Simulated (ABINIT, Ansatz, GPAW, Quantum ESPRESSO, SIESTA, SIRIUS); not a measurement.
Sb: programs and potentials compared

```
CELL_PARAMETERS angstrom
-1.57654 1.57654 2.71194
1.57654 -1.57654 2.71194
1.57654 1.57654 -2.71194
ATOMIC_POSITIONS crystal
Sb 0.00000 0.00000 0.00000
```

This isn't the form of Sb at room conditions, which is rhombohedral.

Alike in all runs: task single point; functional PBEsol; k mesh 12 × 12 × 12; occupations fermi-dirac, width 0.05 eV; no spin polarisation; no spin-orbit coupling. Pressure is positive in compression and, in plane waves, holds the error of the finite cutoff, which Ansatz's Pulay term estimates and takes out.

| program and potentials | plane-wave cutoff (eV) | notes | band gap (eV) | pressure (GPa) |
| --- | --- | --- | --- | --- |
| Ansatz, Ansatz PAW | 420 | potentials made for PBE, which Ansatz adapts in part; Pulay term of +0.04 GPa included | no gap | -1.27 |
| GPAW, PAW data sets generated for this functional | 600 | - | no gap | -1.60 |
| SIESTA, files PseudoDojo sr-pbesol-0.4.1-standard, DZP (energy shift 0.003 Ry; two zetas on semicore shells) | - | atomic basis | no gap | 0.74 |
| Ansatz, all-electron LAPW, scalar-relativistic | - | - | no gap | -1.26 |
| SIRIUS, PseudoDojo 0.4.1 PBEsol standard (scalar relativistic) | 1102 | - | no gap | -1.26 |
| Quantum ESPRESSO, GBRV 1.5 PBEsol | 612 | - | no gap | -1.42 |
| ABINIT, PseudoDojo NC SR PBEsol v0.4.1 standard | 1088 | - | no gap | -1.30 |

None finds a gap. The pressure spans -1.60 (GPAW, PAW data sets generated for this functional) to 0.74 GPa (SIESTA, files PseudoDojo sr-pbesol-0.4.1-standard, DZP (energy shift 0.003 Ry; two zetas on semicore shells)), with all-electron results at -1.26. The pressure on the cell as given of SIESTA, files PseudoDojo sr-pbesol-0.4.1-standard, DZP (energy shift 0.003 Ry; two zetas on semicore shells) lies far from the others; the cause wasn't traced. Rows in atomic bases carry the error of their basis and grid, which can be large.

The functional is the same throughout but for its coding, so the spread measures potentials, basis and numerics; runs on potential files found faulty are left out.
